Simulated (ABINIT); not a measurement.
Ru:

```
Ru
1.0
     2.70580    0.00000    0.00000
    -1.35290    2.34329    0.00000
     0.00000    0.00000    4.28190
Ru
2
Direct
  0.66667 0.33333 0.75000
  0.33333 0.66667 0.25000
```

* Program: ABINIT 10.8.3 (patched build)
* Task: single point
* Functional: PBE
* Potentials or basis: JTH PAW PBE v2.0
* Cutoff: 408 eV
* k mesh: 11 × 11 × 6
* Occupations: fermi-dirac, width 0.05 eV
* Spin: no spin polarisation

On this cell: pressure 4.2 GPa; largest force under 0.003 eV/Å; band gap on the k mesh none (metal or under the smearing width).

The same run follows on a disturbed copy (atoms moved at random, drawn with an rms of 0.05 Å):

```
Ru
1.0
     2.70580    0.00000    0.00000
    -1.35290    2.34329    0.00000
     0.00000    0.00000    4.28190
Ru
2
Cartesian
  1.3541 0.8057 3.1908
  -0.0504 1.5944 1.0434
```

Question: What changes?

Answer: The energy (extrapolated to zero smearing) moves by +4.5 meV/atom; pressure 4.4 GPa; largest force 0.346 eV/Å; band gap on the k mesh none (metal or under the smearing width).

Forces on the atoms (eV/Å):
```
Ru  -0.332  0.046 -0.082
Ru   0.332 -0.046  0.082
```

Stress tensor (GPa, compression positive):
```
4.08 1.04 0.05
1.04 4.58 0.01
0.05 0.01 4.63
```
